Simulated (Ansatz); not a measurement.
Tetradymite Sb2Te3 was calculated with LDA (Ansatz, an electronic-structure program, PAW).

Settings: plane-wave cutoff 520 eV, 10×10×10 k mesh, Fermi–Dirac smearing 0.01 eV, scalar-relativistic PAW data made under PBE.

A third-order Birch–Murnaghan fit to the energies gives V0 = 30.721 Å³/atom, B0 = 43.8 GPa, B′ = 8.6.

| V (Å³/atom) | P (GPa) |
|---|---|
| 29.497 | (withheld) |
| 30.111 | 0.965 |
| 30.726 | -0.003 |
| 31.340 | (withheld) |
| 31.955 | (withheld) |

Estimate the withheld pressures from this fit; the answers are the runs' own values.


- 29.497, P (GPa): 2.097
- 31.340, P (GPa): -0.810
- 31.955, P (GPa): -1.434

The formula P = (3/2) B0 (x^(7/3) − x^(5/3)) [1 + (3/4)(B′ − 4)(x^(2/3) − 1)] with x = V0/V meets the computed pressures within 0.02 GPa when these rounded values are put in.

Shape and atoms are relaxed at each volume.

Measured, for comparison: bulk modulus 36.1 ± 0.9 GPa (temperature not stated, no zero-point or thermal correction; as tabulated in Sans et al. (2019), arXiv:1907.08317). Computed less measured: bulk modulus +21 % (against room or unstated temperature, where such soft solids are markedly softer).

Note: this level leaves the solid without a gap, although one is measured.

Spin–orbit coupling is not included.

Static lattice: no zero-point or thermal effects.

Cost on a shared machine: roughly 26 core-minutes.
